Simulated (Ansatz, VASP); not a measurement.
# Fe2Si in VASP and in Ansatz

```
Fe Si
1.0
     3.84740    0.00000    0.00000
    -1.92370    3.33194    0.00000
     0.00000    0.00000    4.72958
Fe Si
4 2
Direct
  0.00000 0.00000 0.00000
  0.00000 0.00000 0.50000
  0.33333 0.66667 0.82250
  0.66667 0.33333 0.17750
  0.33333 0.66667 0.31952
  0.66667 0.33333 0.68048
```

Alike in both runs: functional LDA; k mesh 12 × 12 × 8; occupations gaussian, width 0.1 eV; collinear spin.

Ansatz relaxed the structure, and its values are those at the end. VASP's run is a single point on that final structure, the one shown.

|  | VASP | Ansatz |
| --- | --- | --- |
| version | VASP 6.6.1 | Ansatz 0.2.0 |
| potentials or method | VASP PAW LDA potentials, release 64 (Fe, Si) | scalar-relativistic, plane waves, PAW |
| plane-wave cutoff (eV) | 520 | 420 |
| valence electrons in the cell | 40 | 72 |

Ansatz gave:

* gap on the k mesh at the Fermi level (eV): none
* pressure (GPa): 0.0
* rms of the force components (eV/Å): 0.001
* net moment per atom (μB): 0.64
* size of the moment on the site where the two differ most (μB): 2.38

Q: Estimate VASP's values.

A: gap on the k mesh at the Fermi level (eV): none; pressure (GPa): 0.5; rms of the force components (eV/Å): 0.005; net moment per atom (μB): 0.63; size of the moment on the site where the two differ most (μB): 2.33.

Site moments also hang on the region over which each program counts them. A gap of «none» marks a metal or a gap that the smearing closes. The two sets of potentials don't hold the same shells in valence.
